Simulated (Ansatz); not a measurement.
# H started in the widest void in rocksalt SrO, 65 atoms, charge 0

All numbers come from Ansatz (PAW, plane waves, no spin–orbit coupling) at the single k point (¼, ¼, ¼) without its symmetry partners. The atoms were relaxed with PBEsol in a fixed cell; other functionals are single points on those atoms unless said otherwise. The valence top and gap of the host come from its small cell on a dense mesh, with the band extrema sought between the mesh points, lined up by the mean potential, PBEsol gap 3.20 eV, HSE06 gap 4.79 eV.

Relaxed structure:

```
CELL_PARAMETERS angstrom
10.24549 0.00000 0.00000
0.00000 10.24549 0.00000
0.00000 0.00000 10.24549
ATOMIC_POSITIONS crystal
O 0.25020 0.99950 0.99980
O 0.25004 0.99972 0.50042
O 0.24997 0.49999 0.00010
O 0.24622 0.50381 0.50405
O 0.75013 0.99989 0.00019
O 0.75045 0.99949 0.50027
O 0.75040 0.49986 0.99980
O 0.75016 0.50000 0.50034
O 0.99989 0.24982 0.99983
O 0.00005 0.24963 0.50049
O 0.00015 0.74986 0.00030
O 0.99964 0.75023 0.50040
O 0.50022 0.24967 0.00024
O 0.50399 0.24580 0.50409
O 0.50019 0.75015 0.99995
O 0.50032 0.74988 0.50041
O 0.99984 0.99938 0.25029
O 0.00016 0.99972 0.75037
O 0.00004 0.49997 0.25022
O 0.99972 0.49981 0.75076
O 0.50018 0.99960 0.25016
O 0.50010 0.99938 0.75069
O 0.50397 0.50365 0.24641
O 0.50016 0.49983 0.75035
O 0.24631 0.24596 0.24638
O 0.25021 0.24980 0.75028
O 0.25007 0.74991 0.25009
O 0.25025 0.75025 0.75060
O 0.75042 0.24988 0.25003
O 0.75057 0.24996 0.75061
O 0.75068 0.75024 0.25017
O 0.75023 0.74988 0.75033
Sr 0.00012 0.99987 0.00032
Sr 0.99997 0.99961 0.50025
Sr 0.99982 0.49993 0.00009
Sr 0.99970 0.50012 0.50030
Sr 0.50023 0.99958 0.99990
Sr 0.50034 0.99933 0.50060
Sr 0.50047 0.50011 0.99964
Sr 0.50218 0.50197 0.50244
Sr 0.25004 0.24967 0.99961
Sr 0.24829 0.24787 0.50239
Sr 0.25016 0.75018 0.99997
Sr 0.25003 0.75046 0.50053
Sr 0.75041 0.24982 0.99997
Sr 0.75072 0.24976 0.50056
Sr 0.75013 0.74985 0.00032
Sr 0.75043 0.75006 0.50030
Sr 0.25005 0.99941 0.25001
Sr 0.25003 0.99961 0.75064
Sr 0.24817 0.50194 0.24807
Sr 0.24992 0.50003 0.75096
Sr 0.75040 0.99951 0.25033
Sr 0.75031 0.99978 0.75020
Sr 0.75066 0.50009 0.25006
Sr 0.75058 0.49994 0.75060
Sr 0.99959 0.24969 0.25012
Sr 0.99989 0.24993 0.75054
Sr 0.99995 0.75020 0.25027
Sr 0.00019 0.74981 0.75022
Sr 0.50222 0.24779 0.24827
Sr 0.50038 0.24965 0.75085
Sr 0.50023 0.75051 0.25011
Sr 0.50015 0.75020 0.75054
H 0.37506 0.37496 0.37520
```

Chemical potentials μ are those of reference phases of the elements at zero temperature by the same functional (the usual solids, diamond for C, grey Sn, and the molecules H2, N2, O2, F2, Cl2, Br2 and S8).

```tsv
functional	E(defect) − E(host) − Σ nμ + q·E_VBM (eV)	monopole (eV)	alignment (eV)	formation energy at E_F = VBM (eV)	moment (μB)	wall time, shared host
PBEsol	2.29	0.00	0.00	2.29	1.0	7.6 s on NVIDIA GB300 (relaxation)
HSE06	2.73	0.00	0.00	2.73	1.0	51 s on NVIDIA GB300
```

HSE06 one-electron levels near the gap (the ten most localised at most), from the host's valence top:

```
level (eV)  spin  filling  atoms sharing it  element of the atom with most weight
     -0.28  down     1.00              13.9                                     O
     -0.28  down     1.00              16.3                                     O
     -0.28  down     1.00              20.1                                spread
     -0.27    up     1.00              24.6                                spread
     -0.27    up     1.00              24.7                                spread
     -0.24  down     1.00              24.8                                spread
     -0.17  down     1.00              12.1                                     O
     -0.17  down     1.00              12.4                                     O
      0.61    up     1.00               6.7                                     H
      3.05  down     0.00               4.2                                     H
```

All elements are taken at their own reference at once; growth conditions in equilibrium with the host shift these energies, by up to the host's formation enthalpy.

One k point and a cell of this size can leave errors of several tenths of an eV in such numbers.
